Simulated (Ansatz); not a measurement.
Spinel MgAl2O4 was calculated with RPBE (PAW; Ansatz, a program for electronic structure).

Run with plane-wave cutoff 520 eV, 8×8×8 k mesh, Fermi–Dirac smearing 0.01 eV, scalar-relativistic PAW data made under PBE.

Shape and atoms are relaxed at each volume.

Pressure at four volumes; x = ln(V/9.973 Å³). One pressure is withheld.

```csv
V (Å³/atom),x,P (GPa)
9.574,-0.0408,?
9.774,-0.0202,3.60
9.973,0.0000,-0.01
10.372,0.0392,-6.22
```

Pass a parabola P(x) through the three rows shown, estimate the bulk modulus and its pressure derivative near zero pressure, and predict the withheld pressure.

Slopes between the rows: (-0.01 − (3.60))/(0.0000 − (-0.0202)) = -178.71 and (-6.22 − (-0.01))/(0.0392 − (0.0000)) = -158.42 GPa. Their difference over the span 0.0594 is c = 20.29/0.0594 = 341.6 GPa, so P(x) = 3.60 + (-178.71)(x − (-0.0202)) + 341.6 (x − (-0.0202))(x − (0.0000)). At the middle row B = −dP/dx = −[-178.71 + 341.6 × 0.0202] = 171.8 GPa, and B′ = dB/dP = 2c/B = 4.0. At x = -0.0408 the parabola gives 7.57 GPa; the run gives 7.59 GPa. The Birch–Murnaghan fit to the energies at all volumes has B0 = 171 GPa and B′ = 4.1.

Measured, for comparison: bulk modulus 195 GPa (300 K, copied from a table, unchecked, no zero-point or thermal correction; as tabulated in BurnMan's mineral tables). Computed (rounded) less measured: bulk modulus not scored (unchecked).

Note: the bulk modulus comes from volumes at which shape and atoms were relaxed.
